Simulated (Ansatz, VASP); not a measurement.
This is a calculation of Pd for VASP 6.6.1.

INCAR

```
ALGO     = Fast           # electronic algorithm
EDIFF    = 1E-7           # SCF threshold, eV
EDIFFG   = -0.01          # ionic threshold
ENCUT    = 600            # plane-wave cutoff, eV
GGA      = PE             # functional
IBRION   = 2              # ionic algorithm
ISIF     = 3              # what is computed and relaxed
ISMEAR   = -1             # smearing method
IVDW     = 12             # dispersion correction
LASPH    = True           # aspherical terms in the spheres
LCHARG   = False          # write CHGCAR
LREAL    = False          # projectors in reciprocal space
LWAVE    = False          # write WAVECAR
NELM     = 100            # most SCF steps
NSW      = 60             # ionic steps
PREC     = Accurate       # precision mode
SIGMA    = 0.05           # smearing width, eV
```

File KPOINTS:

```
k-points
0
Gamma
  12 12 12
```

The input POSCAR:

```
Pd
1.0
   -1.5722810000      1.5722810000      1.5722810000
    1.5722810000     -1.5722810000      1.5722810000
    1.5722810000      1.5722810000     -1.5722810000
Pd
1
Direct
    0.0000000000      0.0000000000      0.0000000000
```

Potentials or basis: VASP PAW PBE potentials, release 64 (Pd).

The run is started by

```bash
$ cat potpaw_PBE.64/Pd/POTCAR > POTCAR
$ mpirun -np 1 vasp_std > vasp.out
```

Set up the same calculation for Ansatz 0.2.0. Potentials there: Ansatz PAW.

As run (the cutoff follows the program's own potentials):

input.yaml

```yaml
crystal:
  lattice:
    - [-1.572281, 1.572281, 1.572281]
    - [1.572281, -1.572281, 1.572281]
    - [1.572281, 1.572281, -1.572281]
  atoms:
    - { symbol: Pd, position: [0.0, 0.0, 0.0] }
hamiltonian:
  xc: pbe
  pseudopotentials: { kind: paw }
  dispersion: d3bj
kpoints:
  mp_grid: { grid: [12, 12, 12] }
scf:
  occupations: { method: fermi_dirac, width: 0.05 }
output:
  forces: true
  stress: true
  eigenvalues: true
relax:
  f_tol: 0.01
  max_steps: 40
  cell: { stress_tol: 0.05 }
```

Potentials or basis: Ansatz PAW.

Launch:

```console
$ ansatz run input.yaml --threads 2 --pin off --max-ram 5632MiB --backend cpu --events-out ev --progress --plain --runs-dir out
```

Both were run:

|  | VASP | Ansatz | Ansatz less VASP |
| --- | --- | --- | --- |
| gap on the k mesh at the Fermi level, each at its own relaxed structure (eV) | none | none | - |
| relaxed volume (Å³/atom) | 14.79 | 14.82 | +0.032 |
| relaxed cell length with the largest relative difference (Å) | 2.678 | 2.680 | +0.0019 |
| energy change over the relaxation (meV/atom) | -20 | -19 | +1.7 |

A gap of «none» marks a metal or a gap that the smearing closes. The two sets of potentials don't hold the same shells in valence.

Caveats: pairwise dispersion overbinds metals, which lowers pressure and volume; the plane-wave basis is chosen anew once the cell has moved, so the energies of steps on either side of that aren't comparable (Ansatz).
